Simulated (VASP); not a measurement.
Wanted: the native input for a VASP 6.6.1 run.

```yaml
Task: single point
Functional: HSE06
Potentials_or_basis: VASP PAW PBE potentials, release 64 (B, N)
Cutoff: 520 eV
k_mesh: 8 × 8 × 8
Occupations: gaussian, width 0.01 eV
Spin: no spin polarisation
Dipole_correction: no
Exchange_at_q_=_0: truncated
Grid_for_exact_exchange_PRECFOCK: Normal
Screening_parameter: 0.2079 1/A
Further_INCAR_settings: ALGO = Normal; EDIFF = 1e-06; NBANDS = 11
```

Crystal: BN.

```xyz
2
Lattice="0.0000 1.7807 1.7057 1.7807 0.0000 1.7057 1.7807 1.7807 0.0000" Properties=species:S:1:pos:R:3 pbc="T T T"
B     0.0000    0.0000    0.0000
N     1.7807    1.7807    1.7057
```

The cell was built by a generator and needn't be a form met in nature.

The cell isn't the ideal one: epitaxial_xy strain +2.0%.

The input as run:

POSCAR

```
BN
1.0
    0.0000000000      1.7807424705      1.7056900167
    1.7807424705      0.0000000000      1.7056900167
    1.7807424705      1.7807424705      0.0000000000
B N
1 1
Direct
    0.0000000000      0.0000000000      0.0000000000
    0.5000000000      0.5000000000      0.5000000000
```

INCAR.step1

```
PREC = Accurate
ENCUT = 520
EDIFF = 1E-5
ISMEAR = 0
SIGMA = 0.01
LREAL = F
LASPH = T
NELM = 100
ALGO = Normal
ISIF = 2
LWAVE = T
LCHARG = F
NBANDS = 11
GGA = PE
```

INCAR.step2

```
PREC = Accurate
ENCUT = 520
EDIFF = 1E-6
ISMEAR = 0
SIGMA = 0.01
LREAL = F
LASPH = T
NELM = 100
ALGO = Normal
ISIF = 2
LWAVE = F
LCHARG = F
GGA = PE
LHFCALC = T
HFSCREEN = 0.2079
PRECFOCK = Normal
NBANDS = 11
ISTART = 1
```

KPOINTS

```
regular mesh
0
Gamma
  8 8 8
```

Potentials or basis: VASP PAW PBE potentials, release 64 (B, N).

The run is started by

```console
$ cat potpaw_PBE.64/B/POTCAR potpaw_PBE.64/N/POTCAR > POTCAR
$ cp INCAR.step1 INCAR
$ mpirun -np 1 vasp_std > vasp.out
$ cp INCAR.step2 INCAR
$ mpirun -np 1 vasp_std > vasp.out
```

It gave:

The pressure is -13.3 GPa. The band gap on the k mesh is 1.43 eV, indirect (least direct gap 6.70 eV).

Caveat: the PAW data sets were made with another functional, which shifts forces and pressure a little.

It took 19 min on 1 thread of Intel(R) Xeon(R) Platinum 8488C (Sapphire Rapids), with other jobs on the host, peak memory 0.22 GiB.
